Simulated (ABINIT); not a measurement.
Si:

```
Si
1.0
     2.87212   -5.98273    0.00000
     2.87212    5.98273    0.00000
     0.00000    0.00000    3.84691
Si
6
Direct
  0.01112 0.40148 0.25000
  0.40148 0.01112 0.75000
  0.59852 0.98888 0.25000
  0.98888 0.59852 0.75000
  0.44398 0.55602 0.25000
  0.55602 0.44398 0.75000
```

The cell was built by a generator and needn't be a form met in nature.

Program: ABINIT 10.8.3 (patched build). Alike in all runs: task single point; potentials or basis JTH PAW PBE v2.0; no spin polarisation; cell as given; k mesh 5 × 5 × 7; cutoff (eV) 490; smearing fermi-dirac 0.05 eV. Hardware: 4 MPI ranks on Arm Neoverse V1, on a shared host.

Q: Order these runs on this cell by their wall time, lowest first.
A. level PBE
B. level SCAN
C. level r2SCAN

A: A (28 s), B (83 s), C (250 s).
